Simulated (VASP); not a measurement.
# Se: convergence, self-consistent run

Se, P1 (no. 1), 3 atoms in the cell. AM05; PAW potentials Se (PBE set). VASP 6.6.1. The cell is changed on purpose: last atom moved by 0.05 Å along z, cell strained by +1.5% along z.

Wanted: energy within 2 meV/atom; forces within 0.01 eV/Å.

What the run is for: forces; Accuracy asked: standard.

POSCAR:
```
Se
1.0
    4.3662000000      0.0000000000      0.0000000000
   -2.1831000000      3.7812401180      0.0000000000
    0.0000000000      0.0000000000      5.0279040000
Se
3
Direct
    0.7746000000      0.7746000000      0.0000000000
    0.0000000000      0.2254000000      0.6666666700
    0.2254000000      0.0000000000      0.3434270000
```

The series start from Plane-wave cutoff (eV): 270; k-point mesh: 6 × 6 × 5; Precision mode (PREC): Accurate; Electronic threshold (eV): 1e-6; Bands in all (NBANDS): 20; Aspherical gradient terms in the spheres (LASPH): yes; Electronic algorithm: ALGO=Normal; Delay and inner steps: defaults; Placing of the Fermi level (EFERMI): EFERMI=MIDGAP. Each series keeps the choices made before it, and each single choice may use up half of a tolerance.

## Plane-wave cutoff (eV)

| Plane-wave cutoff (eV) | Energy less reference (meV/atom) | Forces, largest deviation (eV/Å) | SCF iterations | Time (s) |
|---|---|---|---|---|
| 170 | 15.6 | 0.021 | 13 | 19 |
| 210 | 5.8 | 0.024 | 13 | 21 |
| 240 | 2.7 | 0.012 | 13 | 25 |
| 270 | 1.8 | 0.006 | 13 | 29 |
| 320 | 1.1 | 0.003 | 13 | 43 |
| 370 | 0.8 | 0.002 | 13 | 48 |
| 440 | 0.3 | 0.001 | 13 | 67 |
| 550 | 0.0 | 0.000 | 13 | 68 |
| 600 (reference) | 0.0 | 0.000 | 13 | 65 |

Chosen: 370, the loosest value from which every tighter one stays within half of the tolerance.

## k-point mesh

| k-point mesh | Energy less reference (meV/atom) | Forces, largest deviation (eV/Å) | SCF iterations | Time (s) |
|---|---|---|---|---|
| 2 × 2 × 2 | 52.1 | 0.041 | 13 | 9.6 |
| 3 × 3 × 2 | 35.4 | 0.144 | 13 | 11 |
| 3 × 3 × 3 | 4.4 | 0.030 | 13 | 11 |
| 4 × 4 × 3 | 0.0 | 0.018 | 13 | 15 |
| 5 × 5 × 4 | 0.5 | 0.002 | 13 | 22 |
| 6 × 6 × 5 | 0.1 | 0.001 | 13 | 48 |
| 7 × 7 × 6 | 0.0 | 0.000 | 13 | 60 |
| 9 × 9 × 7 | 0.0 | 0.000 | 13 | 96 |
| 12 × 12 × 9 (reference) | 0.0 | 0.000 | 13 | 229 |

Chosen: 5 × 5 × 4.

## Precision mode (PREC)

| Precision mode (PREC) | Energy less reference (meV/atom) | Forces, largest deviation (eV/Å) | SCF iterations | Time (s) |
|---|---|---|---|---|
| SingleN | -0.1 | 0.004 | 13 | 14 |
| Normal | 0.0 | 0.000 | 13 | 15 |
| Single | -0.1 | 0.001 | 13 | 23 |
| Accurate (reference) | 0.0 | 0.000 | 13 | 22 |

Chosen: SingleN.

## Electronic threshold (eV)

| Electronic threshold (eV) | Energy less reference (meV/atom) | Forces, largest deviation (eV/Å) | SCF iterations | Time (s) |
|---|---|---|---|---|
| 0.001 | 0.1 | 0.012 | 8 | 8.7 |
| 0.0001 | 0.0 | 0.001 | 10 | 10 |
| 1e-5 | 0.0 | 0.001 | 11 | 11 |
| 1e-6 | 0.0 | 0.000 | 13 | 14 |
| 1e-7 | 0.0 | 0.000 | 13 | 13 |
| 1e-8 (reference) | 0.0 | 0.000 | 15 | 17 |

Chosen: 0.0001.

## Bands in all (NBANDS)

| Bands in all (NBANDS) | Energy less reference (meV/atom) | Forces, largest deviation (eV/Å) | SCF iterations | Time (s) |
|---|---|---|---|---|
| 10 | 0.0 | 0.004 | 10 | 7.5 |
| 11 | 0.0 | 0.002 | 10 | 7.8 |
| 13 | 0.0 | 0.000 | 10 | 9.1 |
| 15 | 0.0 | 0.000 | 10 | 9.6 |
| 20 | 0.0 | 0.000 | 10 | 10 |
| 31 (reference) | 0.0 | 0.000 | 10 | 17 |

Chosen: 10.

## Aspherical gradient terms in the spheres (LASPH)

| Aspherical gradient terms in the spheres (LASPH) | Energy less reference (meV/atom) | Forces, largest deviation (eV/Å) | SCF iterations | Time (s) |
|---|---|---|---|---|
| yes | 0.0 | 0.000 | 10 | 7.5 |
| no | 6.2 | 0.005 | 10 | 5.2 |

Chosen: yes; no other choice that stays within half of the tolerance saves 30 % of the time.

## Electronic algorithm

| Electronic algorithm | Energy less reference (meV/atom) | Forces, largest deviation (eV/Å) | SCF iterations | Time (s) |
|---|---|---|---|---|
| ALGO=Normal | 0.0 | 0.000 | 10 | 7.5 |
| ALGO=Fast | 0.0 | 0.004 | 10 | 7.4 |
| ALGO=VeryFast | 69.5 | 0.153 | 29 | 17 |
| ALGO=All ISEARCH=1 | 0.0 | 0.006 | 13 | 11 |
| ALGO=All ISEARCH=0 | 0.0 | 0.006 | 13 | 12 |
| ALGO=Damped TIME=0.4 | 0.0 | 0.004 | 31 | 18 |
| ALGO=Damped TIME=0.1 | 0.1 | 0.005 | 58 | 32 |
| ALGO=Old Fast | 0.0 | 0.006 | 10 | 7.5 |

Chosen: ALGO=Normal.

## Delay and inner steps

| Delay and inner steps | Energy less reference (meV/atom) | Forces, largest deviation (eV/Å) | SCF iterations | Time (s) |
|---|---|---|---|---|
| defaults | 0.0 | 0.000 | 10 | 7.5 |
| NELMDL=-2 | 0.0 | 0.007 | 8 | 6.8 |
| NELMDL=-8 | 0.0 | 0.000 | 13 | 8.5 |
| NELMDL=-12 | 0.0 | 0.001 | 17 | 9.1 |
| NRMM=2 | 0.0 | 0.004 | 13 | 8.3 |
| NRMM=6 | 0.0 | 0.000 | 10 | 7.3 |
| WEIMIN=0.001 | 0.0 | 0.000 | 10 | 7.4 |

Chosen: defaults.

## Placing of the Fermi level (EFERMI)

| Placing of the Fermi level (EFERMI) | Energy less reference (meV/atom) | Forces, largest deviation (eV/Å) | SCF iterations | Time (s) |
|---|---|---|---|---|
| EFERMI=MIDGAP | 0.0 | 0.000 | 10 | 7.5 |
| EFERMI=LEGACY | 0.0 | 0.000 | 10 | 8.4 |

Chosen: EFERMI=MIDGAP.

## All choices together

| Input | Energy less reference (meV/atom) | Forces, largest deviation (eV/Å) | Time (s) |
|---|---|---|---|
| the program's defaults (naive) | 11.2 | 0.013 | 2.3 |
| chosen settings | 1.2 | 0.002 | 7.5 |
| reference settings throughout | 0.0 | 0.000 | 778 |

The tolerance is met.

Values of the reference run: Forces: 0.05042, 0.01489, 0.1987, -0.1025, 0.07342, 0.2236, 0.05209, -0.08831, -0.4223 eV/Å.

## The input

INCAR:
```
SYSTEM = Se
GGA = AM
ISMEAR = 0
SIGMA = 0.03
LWAVE = .FALSE.
LCHARG = .FALSE.
ISIF = 2
PREC = SingleN
LASPH = .TRUE.
LREAL = .FALSE.
ALGO = Normal
EDIFF = 1E-4
NELM = 120
GGA_COMPAT = .FALSE.
ENCUT = 370
EFERMI = MIDGAP
KPAR = 2
NBANDS = 10
```

KPOINTS:
```
Automatic mesh
0
Gamma
  5 5 4
  0 0 0
```

Commands:
```
cat potpaw_PBE.64/Se/POTCAR > POTCAR
mpirun -np 2 vasp_std > vasp.out
```

The chosen input took VASP 6.6.1 7.5 s on 2 cores (Intel Xeon Platinum 8259CL @ 2.50GHz (Skylake/Cascade Lake)), a shared host.

## An input that fails: cutoff far too low

It runs to its end, but against the unchanged starting input it is off by 95.0 meV/atom in the energy, 0.182 eV/Å in the forces.

Changes against the starting input:
```
- NELM = 120
- ENCUT = 270
+ NELM = 83
+ ENCUT = 120
```
